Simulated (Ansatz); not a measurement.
# SiC: further runs on the relaxed cell

An exercise on one series of results from a longer session: the logs are not shown, and one member is left open.

Computed with Ansatz 0.2.0 (DFT PBEsol, scalar-relativistic, plane waves, PAW, unless a step's input says otherwise).

2 further runs of the same task are left out: 2 set aside as unsound or not needed.

## The structure to begin with

It takes space group P6_3mc (No. 186, hexagonal). The conventional cell has a = 3.076 Å, b = 3.076 Å, c = 5.048 Å, α = 90.00°, β = 90.00°, γ = 120.00°. Si (site symmetry 3m) is surrounded by 4 C at 1.88 to 1.90 Å. C (site symmetry 3m) is surrounded by 4 Si at 1.88 to 1.90 Å.

Coordinates:

```cif
data_structure
_symmetry_space_group_name_H-M 'P 1'
_symmetry_Int_Tables_number 1
_cell_length_a 3.0758
_cell_length_b 3.0758
_cell_length_c 5.0477
_cell_angle_alpha 90.000
_cell_angle_beta 90.000
_cell_angle_gamma 120.000
_cell_volume 41.36
loop_
_atom_site_label
_atom_site_type_symbol
_atom_site_fract_x
_atom_site_fract_y
_atom_site_fract_z
_atom_site_occupancy
Si1 Si 0.33333 0.66667 0.00458 1
Si2 Si 0.66667 0.33333 0.50458 1
C1 C 0.33333 0.66667 0.38042 1
C2 C 0.66667 0.33333 0.88042 1
```

This cell was relaxed beforehand with the same method: volume 10.34 Å³/atom, gap on the mesh 2.12 eV.

The first run:

The input, input.yaml:

```yaml
crystal:
  lattice:
    - [3.0758056109, 0.0, 0.0]
    - [-1.5379028055, 2.6637257962, 0.0]
    - [0.0, 0.0, 5.0477112674]
  atoms:
    - { symbol: Si, position: [0.3333333333, 0.6666666667, 0.0045849533] }
    - { symbol: Si, position: [0.6666666667, 0.3333333333, 0.5045849533] }
    - { symbol: C, position: [0.3333333333, 0.6666666667, 0.3804150467] }
    - { symbol: C, position: [0.6666666667, 0.3333333333, 0.8804150467] }
basis:
  ecutwfc: 420
kpoints:
  mp_grid: { grid: [12, 12, 6] }
  band_path:
    path:
      - [[0.0, 0.0, 0.0], [0.5, 0.0, 0.0], [0.33333333, 0.33333333, 0.0], [0.0, 0.0, 0.0], [0.0, 0.0, 0.5], [0.5, 0.0, 0.5], [0.33333333, 0.33333333, 0.5], [0.0, 0.0, 0.5]]
      - [[0.5, 0.0, 0.5], [0.5, 0.0, 0.0]]
      - [[0.33333333, 0.33333333, 0.5], [0.33333333, 0.33333333, 0.0]]
    npoints: 14
hamiltonian:
  xc: pbesol
scf:
  occupations: { method: gaussian, width: 0.02 }
  n_extra_bands: 10
output:
  forces: true
  stress: true
  eigenvalues: true
  populations: true
  dos: { projected: true, de: 0.02, nscf_kmesh: { grid: [18, 18, 9] } }
  bader: true
  write_density: true
  write_potential: true
  elf: true
  volumetric_format: npy
```

Run with:

```bash
$ ansatz run input.yaml --threads 1 --pin off --max-ram 2560MiB --backend cpu --events-out ev --progress --plain --runs-dir out
```

Steps of the session up to this table: Static run: bands, density of states and charges; Seeking the band edges over the whole zone; Eigenvalues a small step from each edge; The cell scaled to 0.97 of its volume; Volume × 1.03; Point at V/V0 = 0.94; The cell scaled to 1.06 of its volume.

One of the session's tables, all rows but one given; the rest of the session is left out.

It belongs to the step «Energy against volume». 

```
volume (Å³/atom)  energy above the lowest point (meV/atom)  pressure (GPa)  gap on the mesh (eV)
           9.719                                      28.7           15.54                  2.01
          10.029                                         ?               ?                     ?
          10.339                                       0.0            0.02                  2.12
          10.649                                       6.1           -6.19                  2.18
          10.959                                      23.4          -11.54                  2.22
```

**Question.** Estimate the row for volume (Å³/atom) = 10.029.

Worked estimate for «energy above the lowest point (meV/atom)». A straight line through the neighbours (9.719, 28.7) and (10.339, 0.0) gives 28.7 + (0.0 − 28.7) × (10.029 − 9.719) / (10.339 − 9.719) = 14.3; a parabola fitted to 3 rows on both sides gives 7.5.

**Answer.** energy above the lowest point (meV/atom): 6.8; pressure (GPa): 7.21; gap on the mesh (eV): 2.07. In «energy above the lowest point (meV/atom)» the line misses by +7.5 and the parabola by +0.7.
